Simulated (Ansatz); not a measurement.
# A vibration from a frozen displacement in HgTe

Method: DFT PBEsol, scalar-relativistic, plane waves, PAW in Ansatz. Cutoff 420 eV, Γ-centred 14×14×14 k-points, Gaussian smearing of 0.15 eV. Spin–orbit coupling is left out, which matters for the heavy elements here. No spin polarisation. Energies are free energies at this smearing, counted from the undisturbed cell; pressure is positive in compression.

The undisturbed cell (as given, not relaxed at this level; it stands at 1.3 GPa):

```
Hg Te
1.0
     0.00000    3.22350    3.22350
     3.22350    0.00000    3.22350
     3.22350    3.22350    0.00000
Hg Te
1 1
Direct
  0.00000 0.00000 0.00000
  0.75000 0.75000 0.75000
```

Every Hg atom is moved by x along the Cartesian unit vector (-0.577, -0.577, -0.577); the cell and all other atoms stay fixed. The cell's volume is 66.99 Å³; the moved atoms weigh 200.592 u together and the others 127.600 u.

| x (Å) | ΔE (meV/cell) | total force on the moved atoms along the move (eV/Å) | pressure (GPa) |
| --- | --- | --- | --- |
| -0.1000 | 16.75 | 0.3111 | 1.4651 |
| -0.0750 | 9.77 | 0.2463 | 1.4003 |
| -0.0500 | 4.50 | 0.1734 | 1.3515 |
| -0.0250 | 1.17 | 0.0918 | 1.3207 |
| 0.0000 | 0.00 | 0.0000 | 1.3100 |
| 0.0250 | 1.26 | -0.1029 | 1.3214 |
| 0.0500 | 5.25 | -0.2184 | 1.3573 |
| 0.0750 | 12.30 | -0.3480 | 1.4201 |
| 0.1000 | 22.78 | -0.4928 | 1.5122 |

Task: What frequency belongs to this motion?

Result: The force constant is k = −dF/dx = 3.894 eV/Å², from the parabola through x = -0.0250, 0 and 0.0250. In every cell the moved atoms swing against the rest, so the mass is μ = m₁m₂/(m₁ + m₂) = 77.990 u, and ν̃ = 521.5 cm⁻¹ × √(|k|/μ) = 117 cm⁻¹, at this cell's pressure of 1.3 GPa. To first order in x, and within 1 %, the force on every atom lies along the move and, within each of the two groups, in proportion to the atom's mass, so this is itself a mode at the zone centre of this cell.

Task: How far does the harmonic law reach?

Result: At x = -0.100 Å, kx²/2 = 19.47 meV against the computed 16.75 meV (-14.0 %): the well softens in this direction at large amplitude.

In a metal these slopes depend on the k mesh and the smearing.